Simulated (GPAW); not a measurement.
A run of GPAW 26.7.0 is set up as follows.

run.py

```python
import numpy as np
from ase.dft.bandgap import bandgap
from ase.io import read, write
from ase.units import GPa
from gpaw import GPAW, PW, setup_paths
from gpaw.spinorbit import soc_eigenstates

setup_paths.insert(0, '.')

atoms = read('POSCAR')

calc = GPAW(mode=PW(800),
            xc='PBEsol',
            kpts={'size': (7, 7, 7), 'gamma': True},
            occupations={'name': 'fermi-dirac', 'width': 0.05},
            nbands=18,
            convergence={'density': 1e-05, 'energy': 1e-05},
            maxiter=150,
            txt='gpaw.txt')
atoms.calc = calc
energy = atoms.get_potential_energy()
forces = atoms.get_forces()
stress = atoms.get_stress()
calc.write('gs.gpw')
write('result.traj', atoms)
print(f'Energy: {energy:.6f} eV')
print('Forces (eV/A):')
print(forces.round(4))
print('Stress (GPa):', (stress / GPa).round(3))
print('Fermi level:', round(calc.get_fermi_level(), 4), 'eV')
print(f'Gap: {bandgap(calc)[0]:.4f} eV, direct: {bandgap(calc, direct=True)[0]:.4f} eV')

path = atoms.cell.bandpath('GXWKGLUWLK,UX', npoints=60, eps=1e-4)
bs_calc = calc.fixed_density(kpts=path, symmetry='off', nbands=27,
                             convergence={'bands': 'CBM+6.0', 'eigenstates': 1e-6}, txt='bands.txt')
bs = bs_calc.band_structure()
bs.write('bs.json')
print(f'Gap on the path: {bandgap(bs_calc)[0]:.4f} eV')

soc = soc_eigenstates(bs_calc, theta=90, phi=0)
np.savetxt('soc_bands.dat', soc.eigenvalues(), fmt='%.4f')
mesh = soc_eigenstates('gs.gpw', theta=90, phi=0)
np.savetxt('soc_mesh.dat', mesh.eigenvalues(), fmt='%.4f')
print('Fermi level with spin-orbit coupling:', round(mesh.fermi_level, 4), 'eV')
```

POSCAR

```
ZrC
1.0
    0.0000000000      2.3650000000      2.3650000000
    2.3650000000      0.0000000000      2.3650000000
    2.3650000000      2.3650000000      0.0000000000
Zr C
1 1
Direct
    0.5000000000      0.5000000000      0.5000000000
    0.0000000000      0.0000000000      0.0000000000
```

Potentials or basis: PAW data sets generated in the run's folder for this functional, pw.

Launch:

```console
$ gpaw-setup -f PBEsol C Zr
$ OMP_NUM_THREADS=1 python run.py
```

(1) What does it give for the band gap along the path?

(2) What does it give for the pressure?

Results:

(1) none (metal or under the smearing width).

(2) -9.3 GPa.

Caveat: spin-orbit coupling was added after a scalar SCF, so levels and gaps hold it while energy, forces, pressure and moments don't; this program's spin-orbit splittings come out too wide for heavy elements.
